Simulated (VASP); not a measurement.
# Ca (Fm-3m) in VASP: notebook

Runs on Ca. Level: PBE. Tasks: relaxation of cell and atoms.

Everything below comes from runs of VASP 6.6.1. Logs are shortened: lines on timing, memory, paths and dates and some standing lists are left out, and cuts for length are marked.

## 1. Starting point

It takes space group Fm-3m (No. 225, cubic). The conventional cell has a = 5.588 Å, b = 5.588 Å, c = 5.588 Å, α = 90.00°, β = 90.00°, γ = 90.00°. Ca (site symmetry m-3m) is surrounded by 12 Ca at 3.95 Å.

## 2. Relaxation of cell and atoms, PBE

Contents of INCAR:

```
  PREC = Accurate
  ENCUT = 520
  EDIFF = 1E-6
  ISMEAR = 0
  SIGMA = 0.1
  LREAL = False
  LASPH = True
  NELM = 120
  ALGO = Normal
  ISIF = 3
  LWAVE = False
  LCHARG = False
  GGA = PE
  IBRION = 2
  NSW = 90
  EDIFFG = -0.01
```

Contents of KPOINTS:

```
regular mesh
0
Gamma
  13 13 13
```

Contents of POSCAR:

```
Ca
1.0
    0.0000000000      2.7942000000      2.7942000000
    2.7942000000      0.0000000000      2.7942000000
    2.7942000000      2.7942000000      0.0000000000
Ca
1
Direct
    0.0000000000      0.0000000000      0.0000000000
```

Potentials or basis: VASP PAW PBE potentials, release 64 (Ca_sv).

On the command line:

```sh
$ cat potpaw_PBE.64/Ca_sv/POTCAR > POTCAR
$ mpirun -np 1 vasp_std > vasp.out
```

OUTCAR:

```text
PREC = Accurate
   ENCUT = 520
   EDIFF = 1E-6
   ISMEAR = 0
   LREAL = False
   LASPH = True
   NELM = 120
   ISIF = 3
   GGA = PE
   IBRION = 2
   NSW = 90
   EDIFFG = -0.01

 ion  position               nearest neighbor table
   1  0.000  0.000  0.000-

  LATTYP: Found a face centered cubic cell.
 ALAT       =     5.5884000000

  Lattice vectors:

 A1 = (   0.0000000000,   2.7942000000,   2.7942000000)
 A2 = (   2.7942000000,   0.0000000000,   2.7942000000)
 A3 = (   2.7942000000,   2.7942000000,   0.0000000000)

Analysis of symmetry for initial positions (statically):
=====================================================================
 Subroutine PRICEL returns:
 Original cell was already a primitive cell.

 Routine SETGRP: Setting up the symmetry group for a
 face centered cubic supercell.

 Subroutine GETGRP returns: Found 48 space group operations
 (whereof 48 operations were pure point group operations)
 out of a pool of 48 trial point group operations.

The static configuration has the point symmetry O_h .

Analysis of symmetry for dynamics (positions and initial velocities):
=====================================================================
 Subroutine PRICEL returns:
 Original cell was already a primitive cell.

 Routine SETGRP: Setting up the symmetry group for a
 face centered cubic supercell.

 Subroutine GETGRP returns: Found 48 space group operations
 (whereof 48 operations were pure point group operations)
 out of a pool of 48 trial point group operations.

The dynamic configuration has the point symmetry O_h .

 Subroutine INISYM returns: Found 48 space group operations
 (whereof 48 operations are pure point group operations),
 and found     1 'primitive' translations

----------------------------------------------------------------------------------------

                                     Primitive cell

  volume of cell :      43.6317

  direct lattice vectors                    reciprocal lattice vectors
     0.000000000  2.794200000  2.794200000    -0.178942094  0.178942094  0.178942094
     2.794200000  0.000000000  2.794200000     0.178942094 -0.178942094  0.178942094
     2.794200000  2.794200000  0.000000000     0.178942094  0.178942094 -0.178942094

  length of vectors
     3.951595536  3.951595536  3.951595536     0.309936799  0.309936799  0.309936799

  position of ions in fractional coordinates (direct lattice)
[... 91 lines left out ...]
   EFERMI =   0.00;   METHOD = LEGACY
   ISMEAR =     0;   SIGMA  =   0.10  broadening in eV -4-tet -1-fermi 0-gaus
   EFERMI_NEDOS =   21; number of points for ismear=-14 and -15
   IALGO  =     38    algorithm
   IMIX   =      4    mixing-type and parameters
     AMIX     =   0.40;   BMIX     =  1.00
     AMIX_MAG =   1.60;   BMIX_MAG =  1.00
  volume/ion in A,a.u.               =      43.63       294.44
  Fermi-wavevector in a.u.,A,eV,Ry     =   1.001861  1.893242 13.656506  1.003725
  Thomas-Fermi vector in A             =   2.134310
   LORBIT       =      0    0 simple, 1 ext, 2 COOP (PROOUT), +10 PAW based schemes
   GGA     = PE    functional components
   LHFCALC =     F    Hartree Fock is set to
   AEXX    =    0.0000 exact exchange contribution
   IVDW    =     0    specifies the selected vdW correction
   LEPSILON=     F    determine dielectric tensor
   LRPA    =     F    only Hartree local field effects (RPA)
 conjugate gradient relaxation of ions
 non-spin polarized calculation
 Gauss-broadening in eV      SIGMA  =   0.10
  energy-cutoff  :      520.00
  volume of cell :       43.63
 maximum number of plane-waves:      1211
 NGX is ok and might be reduce to    30
   NGX = 15   NGY = 15   NGZ = 15

--------------------------------------- Ionic step        1  -------------------------------------------

 number of electron      10.0000000 magnetization

 number of electron       9.9999997 magnetization

 Free energy of the ion-electron system (eV)
  ---------------------------------------------------
  ext. energy  EPLUGINS =         0.00000000
  ---------------------------------------------------
  free energy    TOTEN  =        -1.93036114 eV

  energy without entropy =       -1.92276950  energy(sigma->0) =       -1.92656532

------------------------ aborting loop because EDIFF is reached ----------------------------------------

  FORCE on cell =-STRESS in cart. coord.  units (eV):
  Direction    XX          YY          ZZ          XY          YZ          ZX
  --------------------------------------------------------------------------------------
  -------------------------------------------------------------------------------------
  Total       -0.1530206     -0.1530206     -0.1530206     -0.0000000      0.0000000     -0.0000000
  in kB       -5.6189861     -5.6189861     -5.6189861     -0.0000000      0.0000000     -0.0000000
  external PRESSURE =      -5.6189861 kB  Pullay stress =       0.0000000 kB
[... 57 lines left out ...]
--------------------------------------- Ionic step        3  -------------------------------------------

 number of electron      10.0000001 magnetization

 Free energy of the ion-electron system (eV)
  ---------------------------------------------------
  ext. energy  EPLUGINS =         0.00000000
  ---------------------------------------------------
  free energy    TOTEN  =        -1.93283782 eV

  energy without entropy =       -1.92518625  energy(sigma->0) =       -1.92901204

 E-fermi :   1.9657     XC(G=0):  -7.7402

 val. band max:        1.9460708629   @ k =  -0.3846   0.3846   0.0000
 cond. band min:       1.9890254884   @ k =  -0.4615   0.1538   0.0769
 fundamental gap:      0.0429546255
 Fermi energy:         1.9656953594

 k-point     1 :       0.0000    0.0000    0.0000
  band No.  band energies     occupation
      1     -40.0513      2.00000
      2     -20.9682      2.00000
      3     -20.9682      2.00000
      4     -20.9682      2.00000
      5      -2.0626      2.00000
      6       4.3032      0.00000
      7       4.3032      0.00000
      8       4.3032      0.00000
      9       5.3742      0.00000
[... 265 lines left out ...]
 k-point    24 :       0.4615    0.1538    0.0000
  band No.  band energies     occupation
      1     -40.0373      2.00000
      2     -21.0892      2.00000
      3     -21.0022      2.00000
      4     -20.9945      2.00000
      5       0.6902      2.00000
      6       2.3514      0.00000
      7       3.8269      0.00000
      8       4.4857      0.00000
      9       5.9041      0.00000

 [... further k-points ...]
[... 5 lines left out ...]
  --------------------------------------------------------------------------------------
  -------------------------------------------------------------------------------------
  Total        0.0075276      0.0075276      0.0075276      0.0000000      0.0000000      0.0000000
  in kB        0.2861947      0.2861947      0.2861947      0.0000000      0.0000000      0.0000000
  external PRESSURE =       0.2861947 kB  Pullay stress =       0.0000000 kB
[... 16 lines left out ...]
  FREE ENERGIE OF THE ION-ELECTRON SYSTEM (eV)
  ---------------------------------------------------
  free  energy   TOTEN  =        -1.9328378240 eV

  energy  without entropy=       -1.9251862519  energy(sigma->0) =       -1.92901204

 reached required accuracy - stopping structural energy minimisation
```

OSZICAR:

```text
N       E                     dE             d eps       ncg     rms          rms(c)
DAV:   1     0.651282745271E+02    0.65128E+02   -0.51588E+03  1512   0.100E+03
DAV:   2    -0.561459179432E+00   -0.65690E+02   -0.65405E+02  1564   0.232E+02
DAV:   3    -0.189175816874E+01   -0.13303E+01   -0.13178E+01  2400   0.346E+01
[... 23 lines left out ...]
DAV:   4    -0.193256494597E+01   -0.11195E-03   -0.15700E-03  1748   0.467E-01    0.550E-02
DAV:   5    -0.193281498260E+01   -0.25004E-03   -0.39697E-04  2335   0.103E-01    0.271E-02
DAV:   6    -0.193284058121E+01   -0.25599E-04   -0.42176E-05  2579   0.448E-02    0.743E-03
DAV:   7    -0.193283850379E+01    0.20774E-05   -0.47996E-06  1772   0.263E-02    0.770E-03
DAV:   8    -0.193283782399E+01    0.67980E-06   -0.68433E-06  2374   0.208E-02
   3 F= -.19328378E+01 E0= -.19290120E+01  d E =-.247669E-02
```

CONTCAR:

```text
Ca
   1.00000000000000
    -0.0000000000000000    2.7620117601965553    2.7620117601965553
     2.7620117601965553    0.0000000000000000    2.7620117601965553
     2.7620117601965553    2.7620117601965553   -0.0000000000000000
  Ca
     1
Direct
     0.0000000000000000    0.0000000000000000    0.0000000000000000

  0.00000000E+00  0.00000000E+00  0.00000000E+00
```

Run time: 44 s. Hardware: 1 thread of Intel Xeon Platinum 8488C (Sapphire Rapids), shared host; peak memory 0.19 GiB.

Results:

```
Free energy                            : -1.9328 eV
Relaxed volume                         : 42.14 Å³/atom
Relaxed cell                           : a = 3.906 Å, b = 3.906 Å, c = 3.906 Å, α = 60.00°, β = 60.00°, γ = 60.00°
Space group after relaxing (to 0.05 Å) : Fm-3m (No. 225)
Energy gained by relaxing              : 2.5 meV/atom
Ionic steps                            : 3
Pressure after relaxing                : 0.0 GPa
Band gap on the k mesh                 : none (metal or under the smearing width)
```

The path:
```tsv
step	energy change (eV)	largest force (eV/Å)	pressure (GPa)	volume (Å³)
1	0.0000	0.0000	-0.56	43.63
2	-0.0022	0.0000	-0.19	42.67
3	-0.0025	0.0000	0.03	42.14
```

Final structure:
```
Ca
1.0
     0.00000    2.76201    2.76201
     2.76201    0.00000    2.76201
     2.76201    2.76201    0.00000
Ca
1
Cartesian
  0.0000 0.0000 0.0000
```

## 3. Relaxation of cell and atoms, PBE

This run uses another cell than the first one, of 42.14 Å³/atom, 0.966 times its volume.

INCAR, as its differences from that of step 2:

```diff
@@ -2,3 +2,3 @@
   ENCUT = 520
-  EDIFF = 1E-6
+  EDIFF = 1E-7
   ISMEAR = 0
@@ -14,3 +14,4 @@
   IBRION = 2
-  NSW = 90
-  EDIFFG = -0.01
+  NSW = 60
+  EDIFFG = -0.005
+  POTIM = 0.3
```

KPOINTS is that of step 2.

Contents of POSCAR:

```
Ca                                      
1.0
   -0.0000000000      2.7620117602      2.7620117602
    2.7620117602      0.0000000000      2.7620117602
    2.7620117602      2.7620117602     -0.0000000000
  Ca            
     1
Direct
     0.0000000000000000    0.0000000000000000    0.0000000000000000
```

Potentials or basis: VASP PAW PBE potentials, release 64 (Ca_sv).

On the command line:

```sh
$ cat potpaw_PBE.64/Ca_sv/POTCAR > POTCAR
$ mpirun -np 1 vasp_std > vasp.out
```

It took 30 s on 1 thread of Intel Xeon Platinum 8488C (Sapphire Rapids), shared host; peak memory 0.19 GiB.

The run converged. Its results:

```
Free energy                            : -1.9326 eV
Relaxed volume                         : 42.17 Å³/atom
Relaxed cell                           : a = 3.907 Å, b = 3.907 Å, c = 3.907 Å, α = 60.00°, β = 60.00°, γ = 60.00°
Space group after relaxing (to 0.05 Å) : Fm-3m (No. 225)
Energy gained by relaxing              : 0.0 meV/atom
Ionic steps                            : 2
Pressure after relaxing                : 0.0 GPa
Band gap on the k mesh                 : none (metal or under the smearing width)
```

Final structure:
```
Ca
1.0
     0.00000    2.76260    2.76260
     2.76260    0.00000    2.76260
     2.76260    2.76260    0.00000
Ca
1
Direct
  0.00000 0.00000 0.00000
```

Levels at points of the mesh, in eV from the Fermi level:
```csv
k point,band 1,band 2,band 3,band 4,band 5,band 6,band 7,band 8,band 9
"(0.00, 0.00, 0.00)",-42.02,-22.94,-22.94,-22.94,-4.03,2.34,2.34,2.34,3.41
```
